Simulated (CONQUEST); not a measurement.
# BAs under changes of volume

One of the cells (13.626 Å³/atom); the others are scaled copies at fixed shape and fractional positions:

```
As B
1.0
     3.37785    0.00000    0.00000
     0.00000    3.37785    0.00000
     0.00000    0.00000    4.77700
As B
2 2
Direct
  0.00000 0.50000 0.25000
  0.50000 0.00000 0.75000
  0.00000 0.00000 0.00000
  0.50000 0.50000 0.50000
```

| Item | Value |
| --- | --- |
| Program | CONQUEST 1.3 |
| Functional | PBE |
| Potentials or basis | PseudoDojo NC PBE, SZP, grid of 32 × 32 × 48 points |
| k mesh | 8 × 8 × 6 |
| Occupations | fermi-dirac, width 0.05 eV |
| Spin | no spin polarisation |

```tsv
volume (Å³/atom)	energy over the lowest point (meV/atom)	pressure (GPa)	gap on the mesh (eV)
12.809	111.01	21.6	1.37
13.081	77.61	17.5	1.39
13.354	?	?	?
13.626	30.78	10.2	1.42
13.899	15.81	7.4	1.44
14.171	5.62	4.5	1.45
14.444	0.00	2.1	1.47
```

**Question.** What does the run at 13.354 Å³/atom give?

**Answer.** Energy over the lowest point 50.96 meV/atom; pressure 13.7 GPa; gap on the mesh 1.41 eV.

Worked out: A Birch-Murnaghan fit of order 3 (a polynomial in V^(-2/3)) to the other rows has its minimum at 14.72 Å³/atom, just outside them, with B0 = V·E''(V) = 109 GPa and B' = 5.2. It gives 51.09 meV/atom at 13.354 Å³/atom, against the run's 50.96, and -dE/dV = 13.7 GPa, against 13.7. A straight line through the other rows of the gap, of slope 0.812 eV per unit of ln V, gives 1.40 eV, against the run's 1.41.

Energies are extrapolated to zero smearing.

Caveats: the atomic basis is small; the basis of atomic orbitals isn't converged, which shifts pressures, moduli and gaps; the real-space grid breaks the cell's symmetry a little (some runs).

A mesh can miss the band edges. Spin-orbit coupling on As is left out.
